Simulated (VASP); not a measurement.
Here is a VASP 6.6.1 calculation.

The input INCAR:

```
SYSTEM = GaN
ALGO = Normal
EDIFF = 1E-8
ENCUT = 520
GGA = PE
IBRION = 8
ISIF = 2
ISMEAR = 0
LASPH = .True.
LCHARG = .False.
LEPSILON = .True.
LREAL = .False.
LWAVE = .False.
NELM = 100
NSW = 1
PREC = Accurate
SIGMA = 0.01
```

Contents of KPOINTS:

```
k-points
0
Gamma
  8 8 8
  0 0 0
```

Contents of POSCAR:

```
GaN
1.0
    0.0000000000      2.2742384922      2.2742384922
    2.2742384922      0.0000000000      2.2742384922
    2.2742384922      2.2742384922      0.0000000000
Ga N
1 1
Direct
    0.0000000000      0.0000000000      0.0000000000
    0.7500000000      0.7500000000      0.7500000000
```

Potentials or basis: VASP PAW PBE potentials, release 64 (Ga_d, N).

Run with:

```bash
$ cat potpaw_PBE.64/Ga_d/POTCAR potpaw_PBE.64/N/POTCAR > POTCAR
$ mpirun -np 1 vasp_std > vasp.out
```

Task: Estimate the electronic dielectric tensor (diagonal).

Result: 6.50.

Task: Predict the Born charges (mean of the diagonal).

Result: Ga +2.69; N -2.69 e.

Task: Estimate the highest phonon frequency at Γ, LO-TO splitting left out.

Result: 513 cm⁻¹.

Phonon frequencies in cm⁻¹ (negative: imaginary):
```
              q point        frequencies
(0.000, 0.000, 0.000)  0 0 0 513 513 513
```
